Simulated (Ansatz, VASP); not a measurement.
BeTe: VASP beside Ansatz

INCAR

```
PREC = Accurate
ENCUT = 520
EDIFF = 1E-8
ISMEAR = -1
SIGMA = 0.05
LREAL = F
LASPH = T
NELM = 80
ALGO = Normal
ISIF = 2
LWAVE = F
LCHARG = F
GGA = PS
LEPSILON = T
IBRION = 8
```

The input KPOINTS:

```
Automatic mesh
0
Gamma
  8 8 8
```

File POSCAR:

```
BeTe
1.0
    0.0000000000      2.7700000000      2.7700000000
    2.7700000000      0.0000000000      2.7700000000
    2.7700000000      2.7700000000      0.0000000000
Te Be
1 1
Direct
    0.7500000000      0.7500000000      0.7500000000
    0.0000000000      0.0000000000      0.0000000000
```

input.yaml

```yaml
crystal:
  lattice:
    - [0.0, 2.77, 2.77]
    - [2.77, 0.0, 2.77]
    - [2.77, 2.77, 0.0]
  atoms:
    - { symbol: Te, position: [0.75, 0.75, 0.75] }
    - { symbol: Be, position: [0.0, 0.0, 0.0] }
hamiltonian:
  xc: pbesol
  pseudopotentials: { kind: paw }
kpoints:
  mp_grid: { grid: [8, 8, 8] }
scf:
  occupations: { method: fixed }
output:
  eigenvalues: true
dielectric:
  method: response
```

Alike in both runs: task Born charges and dielectric tensor; functional PBEsol; k mesh 8 × 8 × 8; no spin polarisation.

|  | VASP | Ansatz |
| --- | --- | --- |
| version | VASP 6.6.1 | Ansatz 0.2.0 |
| potentials or method | VASP PAW PBE potentials, release 64 (Te, Be) | Ansatz PAW |
| plane-wave cutoff (eV) | 520 | 420 |
| occupations | fermi-dirac, width 0.05 eV | fixed |
| valence electrons in the cell | 8 | 18 |

Ansatz gave:

- gap on the k mesh at the Fermi level (eV): 1.75
- least direct gap on the mesh (eV): 3.58
- mean electronic dielectric constant: 7.61
- mean Born charge of the atom that differs most (e): -1.23

Problem. Estimate VASP's values.

Solution. gap on the k mesh at the Fermi level (eV): 1.73; least direct gap on the mesh (eV): 3.55; mean electronic dielectric constant: 7.76; mean Born charge of the atom that differs most (e): -1.23.

The two sets of potentials don't hold the same shells in valence.

Caveats: spin-orbit coupling is left out, which moves the levels of the heavy elements. A k mesh can miss the band edges.
